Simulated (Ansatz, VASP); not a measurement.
AlP2: VASP beside Ansatz

Contents of INCAR:

```
SYSTEM = AlP2
ALGO     = Normal         ! electronic algorithm
EDIFF    = 1E-7           ! SCF threshold, eV
ENCUT    = 520            ! plane-wave cutoff, eV
GGA      = PE             ! functional
ISIF     = 2              ! what is computed and relaxed
ISMEAR   = 0              ! smearing method
LASPH    = .True.         ! aspherical terms in the spheres
LCHARG   = .True.         ! write CHGCAR
LELF     = .True.         ! ELF
LREAL    = .False.        ! projectors in reciprocal space
LVHAR    = .True.       
LWAVE    = .False.        ! write WAVECAR
NBANDS   = 22             ! bands
NELM     = 100            ! most SCF steps
PREC     = Accurate       ! precision mode
SIGMA    = 0.1            ! smearing width, eV
```

The input KPOINTS:

```
k-points
0
Gamma
  6 6 2
  0 0 0
```

POSCAR

```
AlP2
1.0
    3.3759913888      0.0000000000      0.0000000000
   -1.6879956944      2.9236943057      0.0000000000
    0.0000000000      0.0000000000     10.6413634935
Al P
2 4
Direct
    0.3333333333      0.6666666667      0.3750000000
    0.6666666667      0.3333333333      0.8750000000
    0.3333333333      0.6666666667      0.0000000000
    0.6666666667      0.3333333333      0.5000000000
    0.0000000000      0.0000000000      0.2500000000
    0.0000000000      0.0000000000      0.7500000000
```

Input for Ansatz:

```yaml
crystal:
  lattice:
    - [3.3759913888, 0.0, 0.0]
    - [-1.6879956944, 2.9236943057, 0.0]
    - [0.0, 0.0, 10.6413634935]
  atoms:
    - { symbol: Al, position: [0.3333333333, 0.6666666667, 0.375] }
    - { symbol: Al, position: [0.6666666667, 0.3333333333, 0.875] }
    - { symbol: P, position: [0.3333333333, 0.6666666667, 0.0] }
    - { symbol: P, position: [0.6666666667, 0.3333333333, 0.5] }
    - { symbol: P, position: [0.0, 0.0, 0.25] }
    - { symbol: P, position: [0.0, 0.0, 0.75] }
basis:
  ecutwfc: 420
kpoints:
  mp_grid: { grid: [6, 6, 2] }
hamiltonian:
  xc: pbe
scf:
  occupations: { method: gaussian, width: 0.1 }
  lower_state_search: "off"
output:
  forces: true
  stress: true
  eigenvalues: true
```

Alike in both runs: task single point; functional PBE; k mesh 6 × 6 × 2; occupations gaussian, width 0.1 eV; no spin polarisation.

```csv
,VASP,Ansatz
version,VASP 6.6.1,Ansatz 0.2.0
potentials or method,"VASP PAW PBE potentials, release 64 (Al, P)","scalar-relativistic, plane waves, PAW"
plane-wave cutoff (eV),520,420
valence electrons in the cell,26,26
```

|  | VASP | Ansatz | Ansatz less VASP |
| --- | --- | --- | --- |
| gap on the k mesh at the Fermi level (eV) | none | none | - |
| pressure (GPa) | 9.3 | 9.4 | +0.10 |
| largest component of the traceless stress (GPa) | 6.77 | 6.82 | +0.048 |
| rms of the force components (eV/Å) | 0.761 | 0.765 | +0.0042 |

Atom by atom the forces differ by 0.004 eV/Å (rms over components). A gap of «none» marks a metal or a gap that the smearing closes.

Caveats: forces of over 1 eV/Å show positions far from the minimum, so gaps and moduli don't describe the material at rest.
